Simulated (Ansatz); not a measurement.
The system is Ga.

```
Ga
1.0
     2.77842    0.00000    0.00000
     0.00000    3.28161    0.00000
    -1.34343    0.00000    3.99027
Ga
2
Direct
  0.13460 0.75000 0.77017
  0.86540 0.25000 0.22983
```

This isn't the form of Ga at room conditions, which is orthorhombic.

| Quantity | Value |
| --- | --- |
| Program | Ansatz 0.2.0 |
| Task | relaxation of cell and atoms |
| Functional | PBE0 |
| Potentials or basis | Ansatz PAW |
| Cutoff | 420 eV (not typed: the program's choice for these potentials) |
| k mesh | 5 × 4 × 4 |
| Occupations | fermi-dirac, width 0.05 eV |
| Spin | no spin polarisation |

At the start: volume 18.19 Å³/atom.

Task: How do energy, volume and symmetry change on relaxing?

Result: It ends after 10 steps and the volume is 18.62 Å³/atom (+2.3 %); space group P2_1/m (No. 11, to 0.05 Å).

Step by step:
```tsv
step	energy change (eV)	largest force (eV/Å)	volume (Å³)
1	0.0000	0.0362	36.38
2	-0.0162	0.0453	37.28
3	-0.0242	0.0336	37.40
4	-0.0247	0.0277	37.29
5	-0.0252	0.0136	37.19
6	-0.0254	0.0053	37.19
7	-0.0254	0.0022	37.25
8	-0.0259	0.0022	37.25
9	-0.0259	0.0002	37.23
10	-0.0259	0.0002	37.23
```

Final structure:
```
Ga
1.0
     2.81124    0.00000   -0.00133
     0.00000    3.38527    0.00000
    -1.36122    0.00000    3.91272
Ga
2
Direct
  0.14680 0.75000 0.77135
  0.85320 0.25000 0.22865
```

Caveat: the k mesh is coarse (spacing up to 0.48 Å⁻¹), so the values aren't converged, least of all with exact exchange; the plane-wave basis is chosen anew once the cell has moved, so the energies of steps on either side of that aren't comparable; the PAW data sets come from PBE, with cores solved anew for the run's functional, which leaves a small shift of forces and pressure.
